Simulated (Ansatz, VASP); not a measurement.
## One calculation of Pb, two programs

Contents of INCAR:

```
PREC = Accurate ; ENCUT = 520
EDIFF = 1E-7 ; ISMEAR = 0
SIGMA = 0.1 ; LREAL = F
LASPH = T ; NELM = 100
ALGO = Normal ; ISIF = 2
LWAVE = F ; LCHARG = T
GGA = PS ; LELF = T
LVHAR = T ; NBANDS = 36
```

The input KPOINTS:

```
regular mesh
0
Gamma
  4 4 4
```

File POSCAR:

```
Pb
1.0
    0.0000000000      3.1808992653      5.4614533303
    2.8579224512      0.0000000000      5.4614533303
    2.8579224512      3.1808992653      0.0000000000
Pb
4
Direct
    0.7421574957      0.2578425043      0.7421574957
    0.2578425043      0.7421574957      0.2578425043
    0.7832284186      0.7832284186      0.2167715814
    0.2167715814      0.2167715814      0.7832284186
```

Input for Ansatz:

```yaml
crystal:
  lattice:
    - [0.0, 3.1808992653, 5.4614533303]
    - [2.8579224512, 0.0, 5.4614533303]
    - [2.8579224512, 3.1808992653, 0.0]
  atoms:
    - { symbol: Pb, position: [0.7421574957, 0.2578425043, 0.7421574957] }
    - { symbol: Pb, position: [0.2578425043, 0.7421574957, 0.2578425043] }
    - { symbol: Pb, position: [0.7832284186, 0.7832284186, 0.2167715814] }
    - { symbol: Pb, position: [0.2167715814, 0.2167715814, 0.7832284186] }
basis:
  ecutwfc: 420
kpoints:
  mp_grid: { grid: [4, 4, 4] }
hamiltonian:
  xc: pbesol
scf:
  occupations: { method: gaussian, width: 0.1 }
output:
  forces: true
  stress: true
  eigenvalues: true
```

Alike in both runs: task single point; functional PBEsol; k mesh 4 × 4 × 4; occupations gaussian, width 0.1 eV; no spin polarisation.

|  | VASP | Ansatz |
| --- | --- | --- |
| version | VASP 6.6.1 | Ansatz 0.2.0 |
| potentials or method | VASP PAW PBE potentials, release 64 (Pb_d) | scalar-relativistic, plane waves, PAW |
| plane-wave cutoff (eV) | 520 | 420 |
| valence electrons in the cell | 56 | 56 |

```csv
,VASP,Ansatz,Ansatz less VASP
gap on the k mesh at the Fermi level (eV),none,none,-
pressure (GPa),18.9,19.0,+0.08
largest component of the traceless stress (GPa),0.96,0.97,+0.016
rms of the force components (eV/Å),0.744,0.744,-0.0008
```

Atom by atom the forces differ by 0.001 eV/Å (rms over components). A gap of «none» marks a metal or a gap that the smearing closes. With one functional, cell and mesh, what is left measures potentials, basis and numerics.

Caveats: the k mesh is coarse (spacing up to 0.40 Å⁻¹), so the values aren't converged; so large a pressure means that the cell lies far from this level's equilibrium, or that cutoff or potentials fall short (VASP); the potentials were made for another functional, which shifts forces and pressure (VASP). Spin-orbit coupling is left out, which matters for the levels of Pb.
